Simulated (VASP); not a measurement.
# KI (Potassium Iodide) in VASP: notebook

The runs below take KI (Potassium Iodide) through single point, relaxation of the atoms, with HSE06+D4, vdW-DF2, TPSS+D4, r2SCAN+D4, LDA.

Everything below comes from runs of VASP 6.6.1. Logs are shortened: lines on timing, memory, paths and dates and some standing lists are left out, and cuts for length are marked.

### Step 1. Starting point

The cell holds a molecule in a box, 2 atoms: a = 9.000 Å, b = 9.000 Å, c = 13.000 Å, α = 90.00°, β = 90.00°, γ = 90.00°.

### Step 2. Single point, HSE06+D4

Input file POSCAR:

```
KI
1.0
    9.0000000000      0.0000000000      0.0000000000
    0.0000000000      9.0000000000      0.0000000000
    0.0000000000      0.0000000000     13.0000000000
K I
1 1
Direct
    0.5014444400      0.5023333300      0.3853906200
    0.5014444400      0.5023333300      0.6198401500
```

Input file INCAR.step1:

```
SYSTEM = KI
  PREC = Accurate
  ENCUT = 520
  EDIFF = 1E-5
  ISMEAR = 0
  SIGMA = 0.01
  LREAL = .FALSE.
  LASPH = .TRUE.
  NELM = 100
  ALGO = Normal
  ISIF = 2
  LWAVE = .TRUE.
  LCHARG = .FALSE.
  GGA = PE
```

Input file INCAR.step2:

```
SYSTEM = KI
  PREC = Accurate
  ENCUT = 520
  EDIFF = 1E-6
  ISMEAR = 0
  SIGMA = 0.01
  LREAL = .FALSE.
  LASPH = .TRUE.
  NELM = 100
  ALGO = Normal
  ISIF = 2
  LWAVE = .FALSE.
  LCHARG = .FALSE.
  GGA = PE
  LHFCALC = .TRUE.
  HFSCREEN = 0.2
  PRECFOCK = Normal
  IVDW = 13
  ISTART = 1
```

Input file KPOINTS:

```
regular mesh
0
G
  1 1 1
  0 0 0
```

Potentials or basis: VASP PAW PBE potentials, release 64 (K_sv, I).

Started as:

```sh
$ cat potpaw_PBE.64/K_sv/POTCAR potpaw_PBE.64/I/POTCAR > POTCAR
$ cp INCAR.step1 INCAR
$ mpirun -np 1 vasp_gam > vasp.out
$ cp INCAR.step2 INCAR
$ mpirun -np 1 vasp_gam > vasp.out
```

OUTCAR:

```text
SYSTEM = KI
   PREC = Accurate
   ENCUT = 520
   EDIFF = 1E-6
   ISMEAR = 0
   LREAL = .FALSE.
   LASPH = .TRUE.
   NELM = 100
   ISIF = 2
   GGA = PE
   LHFCALC = .TRUE.
   HFSCREEN = 0.2
   PRECFOCK = Normal
   IVDW = 13
   ISTART = 1

 ion  position               nearest neighbor table
   1  0.501  0.502  0.385-   2 3.05
   2  0.501  0.502  0.620-   1 3.05

  LATTYP: Found a simple tetragonal cell.
 ALAT       =     9.0000000000
 C/A-ratio  =     1.4444444444

  Lattice vectors:

 A1 = (   9.0000000000,   0.0000000000,   0.0000000000)
 A2 = (   0.0000000000,   9.0000000000,   0.0000000000)
 A3 = (   0.0000000000,   0.0000000000,  13.0000000000)

Analysis of symmetry for initial positions (statically):
=====================================================================
 Subroutine PRICEL returns:
 Original cell was already a primitive cell.

 Routine SETGRP: Setting up the symmetry group for a
 simple tetragonal supercell.

 Subroutine GETGRP returns: Found  8 space group operations
 (whereof  1 operations were pure point group operations)
 out of a pool of 16 trial point group operations.

The static configuration has the point symmetry C_1 .
 The point group associated with its full space group is C_4v.

Analysis of symmetry for dynamics (positions and initial velocities):
=====================================================================
 Subroutine PRICEL returns:
 Original cell was already a primitive cell.

 Routine SETGRP: Setting up the symmetry group for a
 simple tetragonal supercell.

 Subroutine GETGRP returns: Found  8 space group operations
 (whereof  1 operations were pure point group operations)
 out of a pool of 16 trial point group operations.

The dynamic configuration has the point symmetry C_1 .
 The point group associated with its full space group is C_4v.

 Subroutine INISYM returns: Found  8 space group operations
 (whereof  1 operations are pure point group operations),
 and found     1 'primitive' translations

----------------------------------------------------------------------------------------

                                     Primitive cell

  volume of cell :    1053.0000

  direct lattice vectors                    reciprocal lattice vectors
     9.000000000  0.000000000  0.000000000     0.111111111  0.000000000  0.000000000
     0.000000000  9.000000000  0.000000000     0.000000000  0.111111111  0.000000000
     0.000000000  0.000000000 13.000000000     0.000000000  0.000000000  0.076923077

  length of vectors
     9.000000000  9.000000000 13.000000000     0.111111111  0.111111111  0.076923077

  position of ions in fractional coordinates (direct lattice)
     0.501444440  0.502333330  0.385390620
     0.501444440  0.502333330  0.619840150

  ion indices of the primitive-cell ions
   primitive index   ion index
                 1           1
                 2           2

----------------------------------------------------------------------------------------

 KPOINTS: regular mesh

Automatic generation of k-mesh.
 Grid dimensions read from file:
 generate k-points for:    1    1    1

 Generating k-lattice:

  Cartesian coordinates                     Fractional coordinates (reciprocal lattice)
     0.111111111  0.000000000  0.000000000     1.000000000  0.000000000  0.000000000
     0.000000000  0.111111111  0.000000000     0.000000000  1.000000000  0.000000000
     0.000000000  0.000000000  0.076923077     0.000000000  0.000000000  1.000000000

  Length of vectors
     0.111111111  0.111111111  0.076923077

  Shift w.r.t. Gamma in fractional coordinates (k-lattice)
     0.000000000  0.000000000  0.000000000

 Subroutine IBZKPT returns following result:
 ===========================================

 Found      1 irreducible k-points:

 Following reciprocal coordinates:
            Coordinates               Weight
  0.000000  0.000000  0.000000      1.000000
   k-points           NKPTS =      1   k-points in BZ     NKDIM =      1   number of bands    NBANDS=     12
   number of dos      NEDOS =    301   number of ions     NIONS =      2
   total plane-waves  NPLWV = 480200
   dimension x,y,z NGX =    70 NGY =   70 NGZ =   98
   dimension x,y,z NGXF=   140 NGYF=  140 NGZF=  196
   ions per type =               1   1
   NGX,Y,Z   is equivalent  to a cutoff of  12.93, 12.93, 12.53 a.u.
   NGXF,Y,Z  is equivalent  to a cutoff of  25.86, 25.86, 25.06 a.u.
 SYSTEM =  KI
   PREC   = accura    normal or accurate (medium, high low for compatibility)
   ISTART =      1    job   : 0-new  1-cont  2-samecut
   ICHARG =      0    charge: 1-file 2-atom 10-const
   ISPIN  =      1    spin polarized calculation?
   LNONCOLLINEAR =      F non collinear calculations
   LSORBIT =      F    spin-orbit coupling
   LASPH  =      T    aspherical Exc in radial PAW
   ENCUT  =  520.0 eV  38.22 Ry    6.18 a.u.  16.73 16.73 24.17*2*pi/ulx,y,z
   NELM   =    100;   NELMIN=  2; NELMDL=  0     # of ELM steps
   EDIFF  = 0.1E-05   stopping-criterion for ELM
   LREAL  =      F    real-space projection
   EDIFFG = 0.1E-04   stopping-criterion for IOM
   NSW    =      0    number of steps for IOM
   IBRION =     -1    ionic relax: 0-MD 1-quasi-New 2-CG
   NFREE  =      0    steps in history (QN), initial steepest desc. (CG)
   ISIF   =      2    stress and relaxation
   ISYM   =      3    0-nonsym 1-usesym 2-fastsym
   POTIM  = 0.5000    time-step for ionic-motion
   TEBEG  =    0.0;   TEEND  =   0.0 temperature during run
   PSTRESS=    0.0 pullay stress
   NELECT =      16.0000    total number of electrons
   NUPDOWN=      -1.0000    fix difference up-down
   EMIN   =  10.00;   EMAX   =-10.00  energy-range for DOS
   EFERMI =   0.00;   METHOD = LEGACY
   ISMEAR =     0;   SIGMA  =   0.01  broadening in eV -4-tet -1-fermi 0-gaus
   EFERMI_NEDOS =   21; number of points for ismear=-14 and -15
   IALGO  =     38    algorithm
   IMIX   =      1    mixing-type and parameters
     AMIX     =   0.40;   BMIX     =  1.00
     AMIX_MAG =   1.60;   BMIX_MAG =  1.00
  volume/ion in A,a.u.               =     526.50      3553.00
  Fermi-wavevector in a.u.,A,eV,Ry     =   0.405482  0.766251  2.237015  0.164416
  Thomas-Fermi vector in A             =   1.357813
   LORBIT       =      0    0 simple, 1 ext, 2 COOP (PROOUT), +10 PAW based schemes
   GGA     = PE    functional components
   LHFCALC =     T    Hartree Fock is set to
   PRECFOCK=normal    Normal, Fast or Accurate (Low or Medium for compatibility)
   ENCUT4O =  -1.0   cutoff for four orbital integrals eV
   NKREDX  =     1    reduce k-point grid by
   NKREDY  =     1    reduce k-point grid by
   NKREDZ  =     1    reduce k-point grid by
   AEXX    =    0.2500 exact exchange contribution
   HFSCREEN=    0.2000 screening length (either q_TF or 0.3 A-1)
   HFSCREENC=   0.2000 screening length for correlation (either q_TF or 0.3 A-1)
   ENCUTFOCK=  -1.0 apply spherical cutoff to Coloumb kernel
   IVDW    =    13    specifies the selected vdW correction
   LEPSILON=     F    determine dielectric tensor
   LRPA    =     F    only Hartree local field effects (RPA)
 non-spin polarized calculation
 Gauss-broadening in eV      SIGMA  =   0.01
  energy-cutoff  :      520.00
  volume of cell :     1053.00
 maximum number of plane-waves:     14183
 NGX is ok and might be reduce to    70
  NGX = 54; NGY = 54; NGZ = 80

 number of electron      16.0000000 magnetization

 Free energy of the ion-electron system (eV)
  ---------------------------------------------------
  ext. energy  EPLUGINS =         0.00000000
  ---------------------------------------------------
  free energy    TOTEN  =        -4.65041134 eV

  energy without entropy =       -4.65041134  energy(sigma->0) =       -4.65041134

 E-fermi :  -4.6227     XC(G=0):  -1.1441

 val. band max:       -4.7244031595   @ k =   0.0000   0.0000   0.0000
 cond. band min:      -1.4246419015   @ k =   0.0000   0.0000   0.0000
 fundamental gap:      3.2997612580
 Fermi energy:        -4.6227097576

 k-point     1 :       0.0000    0.0000    0.0000
  band No.  band energies     occupation
      1     -38.3428      2.00000
      2     -20.5019      2.00000
      3     -20.5019      2.00000
      4     -20.4430      2.00000
      5     -15.4738      2.00000
      6      -5.0601      2.00000
      7      -4.7244      2.00000
      8      -4.7244      2.00000
      9      -1.4246      0.00000
     10       0.3097      0.00000
     11       0.5239      0.00000
     12       0.5239      0.00000

------------------------ aborting loop because EDIFF is reached ----------------------------------------

  DFT-D4 for vdW energy calculation

  Edisp (eV):   -0.02709

  FORCE on cell =-STRESS in cart. coord.  units (eV):
  Direction    XX          YY          ZZ          XY          YZ          ZX
  --------------------------------------------------------------------------------------
  -------------------------------------------------------------------------------------
  Total       0.15732     0.15732    -0.43980     0.00000     0.00000     0.00000
  in kB       0.23937     0.23937    -0.66917     0.00000     0.00000     0.00000
  external pressure =       -0.06 kB  Pullay stress =        0.00 kB

 VOLUME and BASIS-vectors are now :
 -----------------------------------------------------------------------------
  energy-cutoff  :      520.00
  volume of cell :     1053.00
      direct lattice vectors                 reciprocal lattice vectors
     9.000000000  0.000000000  0.000000000     0.111111111  0.000000000  0.000000000
     0.000000000  9.000000000  0.000000000     0.000000000  0.111111111  0.000000000
     0.000000000  0.000000000 13.000000000     0.000000000  0.000000000  0.076923077

 POSITION                                       TOTAL-FORCE (eV/Angst)
 -----------------------------------------------------------------------------------
      4.51300      4.52100      5.01008         0.000000      0.000000     -0.013876
      4.51300      4.52100      8.05792        -0.000000     -0.000000      0.013876
 -----------------------------------------------------------------------------------
    total drift:                                0.000001      0.000004     -0.000023

  FREE ENERGIE OF THE ION-ELECTRON SYSTEM (eV)
  ---------------------------------------------------
  free  energy   TOTEN  =        -4.6775032247 eV

  energy  without entropy=       -4.6775032247  energy(sigma->0) =       -4.67750322
```

Wall time 5.8 min (1 thread of Intel Xeon Platinum 8488C (Sapphire Rapids), shared host); peak memory 1 GiB.

What came out:

```
Free energy                     : -4.6775 eV
Largest force                   : 0.014 eV/Å
Gap between the frontier levels : 3.30 eV
Dispersion energy per atom      : -0.014 eV
```

Forces in eV/Å, atoms in the order of the input:
```
K    0.000  0.000 -0.014
I    0.000  0.000  0.014
```

Caveat: the PAW data sets were made with another functional, which shifts forces and pressure a little; spin-orbit coupling is left out, which moves the levels of the heavy elements.

### Step 3. Relaxation of the atoms, vdW-DF2

Input file INCAR:

```
SYSTEM = KI
AGGAC = 0.0
ALGO = Normal
EDIFF = 1E-7
EDIFFG = -0.005
ENCUT = 520
GGA = ML
IBRION = 2
ISIF = 2
ISMEAR = 0
LASPH = .TRUE.
LCHARG = .FALSE.
LREAL = .FALSE.
LUSE_VDW = .TRUE.
LWAVE = .FALSE.
NELM = 80
NSW = 60
PREC = Accurate
SIGMA = 0.01
ZAB_VDW = -1.8867
```

Input file KPOINTS:

```
k-points
0
G
  1 1 1
  0 0 0
```

Input file POSCAR:

```
KI
1.0
    9.0000000000      0.0000000000      0.0000000000
    0.0000000000      9.0000000000      0.0000000000
    0.0000000000      0.0000000000     13.0000000000
K I
1 1
Cartesian
    4.5129999600      4.5209999700      5.0100780600
    4.5129999600      4.5209999700      8.0579219500
```

Potentials or basis: VASP PAW PBE potentials, release 64 (K_sv, I).

Started as:

```sh
$ cat potpaw_PBE.64/K_sv/POTCAR potpaw_PBE.64/I/POTCAR > POTCAR
$ mpirun -np 1 vasp_gam > vasp.out
```

It took 38 min on 1 thread of Intel Xeon Platinum 8488C (Sapphire Rapids), shared host; peak memory 3 GiB.

It converged, with:

* Free energy: 0.3207 eV
* Energy gained by relaxing: 2.8 meV/atom
* Ionic steps: 3
* Largest force after relaxing: 0.004 eV/Å
* Gap between the frontier levels: 2.02 eV

Forces on the atoms (eV/Å):
```
K    0.000  0.000  0.004
I    0.000  0.000 -0.004
```

Step by step:
```
step  energy change (eV)  largest force (eV/Å)  pressure (GPa)
   1              0.0000                0.2034            0.04
   2             -0.0032                0.1281            0.02
   3             -0.0055                0.0044            0.00
```

Final structure:
```cif
data_structure
_symmetry_space_group_name_H-M 'P 1'
_symmetry_Int_Tables_number 1
_cell_length_a 9.0000
_cell_length_b 9.0000
_cell_length_c 13.0000
_cell_angle_alpha 90.000
_cell_angle_beta 90.000
_cell_angle_gamma 90.000
_cell_volume 1053.00
loop_
_atom_site_label
_atom_site_type_symbol
_atom_site_fract_x
_atom_site_fract_y
_atom_site_fract_z
_atom_site_occupancy
K1 K 0.50144 0.50233 0.38319 1
I1 I 0.50144 0.50233 0.62204 1
```

Levels at points of the mesh, in eV from the valence-band top:
| k point | band 4 | band 5 | band 6 | band 7 | band 8 | band 9 | band 10 | band 11 | band 12 |
| --- | --- | --- | --- | --- | --- | --- | --- | --- | --- |
| (0.00, 0.00, 0.00) | -14.85 | -10.00 | -0.36 | 0.00 | 0.00 | 2.02 | 3.91 | 4.05 | 4.05 |

Caveat: the PAW data sets were made with another functional, which shifts forces and pressure a little; spin-orbit coupling is left out, which moves the levels of the heavy elements.

### Step 4. Single point, TPSS+D4

Input file INCAR:

```
SYSTEM = KI
PREC = Accurate ; ENCUT = 520
EDIFF = 1E-6 ; ISMEAR = 0
SIGMA = 0.01 ; LREAL = .False.
LASPH = .True. ; NELM = 80
ALGO = Normal ; ISIF = 2
LWAVE = .False. ; LCHARG = .False.
METAGGA = TPSS ; LMIXTAU = .True.
IVDW = 13
```

Input file KPOINTS:

```
regular mesh
0
Gamma
  1 1 1
  0 0 0
```

Input file POSCAR:

```
KI
1.0
    9.0000000000      0.0000000000      0.0000000000
    0.0000000000      9.0000000000      0.0000000000
    0.0000000000      0.0000000000     13.0000000000
K I
1 1
Direct
    0.5014444400      0.5023333300      0.3853906200
    0.5014444400      0.5023333300      0.6198401500
```

Started as:

```sh
$ cat potpaw_PBE.64/K_sv/POTCAR potpaw_PBE.64/I/POTCAR > POTCAR
$ mpirun -np 1 vasp_gam > vasp.out
```

Run time: 6 min. Hardware: 1 thread of Intel Xeon Platinum 8488C (Sapphire Rapids), shared host; peak memory 1 GiB.

It converged, with:

```yaml
Free_energy: -18.3493 eV
Largest_force: 0.058 eV/Å
Gap_between_the_frontier_levels: 2.59 eV
Dispersion_energy_per_atom: -0.019 eV
```

Forces in eV/Å, atoms in the order of the input:
```
K    0.000  0.000 -0.058
I    0.000  0.000  0.058
```

Levels at points of the mesh, in eV from the valence-band top:
```tsv
k point	band 6	band 7	band 8	band 9	band 10	band 11
(0.00, 0.00, 0.00)	-0.34	0.00	0.00	2.59	4.34	4.53
```

Caveat: the PAW data sets were made with another functional, which shifts forces and pressure a little; spin-orbit coupling is left out, which moves the levels of the heavy elements. TPSS opens gaps a little over a GGA but as a rule still falls short of measured ones.

### Step 5. Single point, r2SCAN+D4

Input file INCAR:

```
  PREC = Accurate
  ENCUT = 520
  EDIFF = 1E-6
  ISMEAR = 0
  SIGMA = 0.01
  LREAL = False
  LASPH = True
  NELM = 100
  ALGO = Normal
  ISIF = 2
  LWAVE = False
  LCHARG = False
  METAGGA = R2SCAN
  LMIXTAU = True
  IVDW = 13
  VDW_S6 = 1.0
  VDW_S8 = 0.6018749
  VDW_A1 = 0.51559235
  VDW_A2 = 5.77342911
  NBANDS = 15
```

Input file KPOINTS:

```
regular mesh
0
Gamma
  1 1 1
```

POSCAR is that of step 4.

Started as:

```sh
$ cat potpaw_PBE.64/K_sv/POTCAR potpaw_PBE.64/I/POTCAR > POTCAR
$ mpirun -np 1 vasp_gam > vasp.out
```

Run time: 6.2 min. Hardware: 1 thread of Intel Xeon Platinum 8488C (Sapphire Rapids), shared host; peak memory 1 GiB.

It converged, with:

```
Free energy                     : -32.0498 eV
Largest force                   : 0.067 eV/Å
Gap between the frontier levels : 3.31 eV
Dispersion energy per atom      : -0.004 eV
```

Forces on the atoms (eV/Å):
```
K    0.000  0.000 -0.067
I    0.000  0.000  0.067
```

Levels at points of the mesh, in eV from the valence-band top:
| k point | band 4 | band 5 | band 6 | band 7 | band 8 | band 9 | band 10 | band 11 | band 12 | band 13 |
| --- | --- | --- | --- | --- | --- | --- | --- | --- | --- | --- |
| (0.00, 0.00, 0.00) | -15.17 | -10.20 | -0.31 | 0.00 | 0.00 | 3.31 | 4.88 | 5.22 | 5.22 | 5.23 |

Caveat: the PAW data sets were made with another functional, which shifts forces and pressure a little; spin-orbit coupling is left out, which moves the levels of the heavy elements. r2SCAN opens gaps a little over a GGA but as a rule still falls short of measured ones.

### Step 6. Relaxation of the atoms, LDA

Input file INCAR:

```
PREC = Accurate ; ENCUT = 520
EDIFF = 1E-6 ; ISMEAR = 0
SIGMA = 0.01 ; LREAL = F
LASPH = T ; NELM = 60
ALGO = Fast ; ISIF = 2
LWAVE = F ; LCHARG = F
IBRION = 2 ; NSW = 40
EDIFFG = -0.02
```

KPOINTS is that of step 5.

POSCAR is that of step 5.

Potentials or basis: VASP PAW LDA potentials, release 64 (K_sv, I).

Started as:

```sh
$ cat potpaw_LDA.64/K_sv/POTCAR potpaw_LDA.64/I/POTCAR > POTCAR
$ mpirun -np 1 vasp_gam > vasp.out
```

It took 1.9 min on 1 thread of Intel Xeon Platinum 8488C (Sapphire Rapids), shared host; peak memory 0.65 GiB.

Results (log left out):

```yaml
Free_energy: -4.0286 eV
Energy_gained_by_relaxing: 3.6 meV/atom
Ionic_steps: 4
Gap_between_the_frontier_levels: 2.74 eV
```

Forces in eV/Å, atoms in the order of the input:
```
K    0.000  0.000  0.003
I    0.000  0.000 -0.003
```

The path:
```csv
step,energy change (eV),largest force (eV/Å),pressure (GPa)
1,0.0000,0.2289,-0.03
2,-0.0042,0.1517,-0.02
3,-0.0066,0.0720,0.01
4,-0.0072,0.0026,0.00
```

Final structure:
```
K I
1.0
     9.00000    0.00000    0.00000
     0.00000    9.00000    0.00000
     0.00000    0.00000   13.00000
K I
1 1
Direct
  0.50144 0.50233 0.38773
  0.50144 0.50233 0.61750
```

Levels at points of the mesh, in eV from the valence-band top:
```
           k point  band 5  band 6  band 7  band 8  band 9  band 10  band 11  band 12
(0.00, 0.00, 0.00)   -9.95   -0.33    0.00    0.00    2.74     4.45     4.74     4.74
```

Caveat: spin-orbit coupling is left out, which moves the levels of the heavy elements.

### Step 7. The reference run

An earlier run on the cell as given: functional PBE; potentials or basis VASP PAW PBE potentials, release 64 (K_sv, I); cutoff 520 eV; k mesh 1 × 1 × 1; occupations gaussian, width 0.01 eV; no spin polarisation.

- Largest force: 0.024 eV/Å
- Gap between the frontier levels: 2.43 eV

### Step 8. Summary

| task | level | potentials or basis | cell | grid for exact exchange (PRECFOCK) | screening parameter | gap on the mesh (eV) | largest force (eV/Å) |
| --- | --- | --- | --- | --- | --- | --- | --- |
| single point | HSE06+D4 | VASP PAW PBE potentials, release 64 (K_sv, I) | as given | Normal | 0.2 1/A | 3.30 | 0.01 |
| relaxation of the atoms | vdW-DF2 | VASP PAW PBE potentials, release 64 (K_sv, I) | atoms relaxed | - | - | 2.02 | - |
| single point | TPSS+D4 | VASP PAW PBE potentials, release 64 (K_sv, I) | as given | - | - | 2.59 | 0.06 |
| single point | r2SCAN+D4 | VASP PAW PBE potentials, release 64 (K_sv, I) | as given | - | - | 3.31 | 0.07 |
| relaxation of the atoms | LDA | VASP PAW LDA potentials, release 64 (K_sv, I) | atoms relaxed | - | - | 2.74 | - |
| single point | PBE | VASP PAW PBE potentials, release 64 (K_sv, I) | as given | - | - | 2.43 | 0.02 |

Alike in all rows: no spin polarisation; k mesh 1 × 1 × 1; cutoff (eV) 520; smearing gaussian 0.01 eV.

Caveats: spin-orbit coupling is left out, which moves the levels of the heavy elements; the PAW data sets were made with another functional, which shifts forces and pressure a little (some runs).

Absolute energies hang on the potentials; compare differences alone.
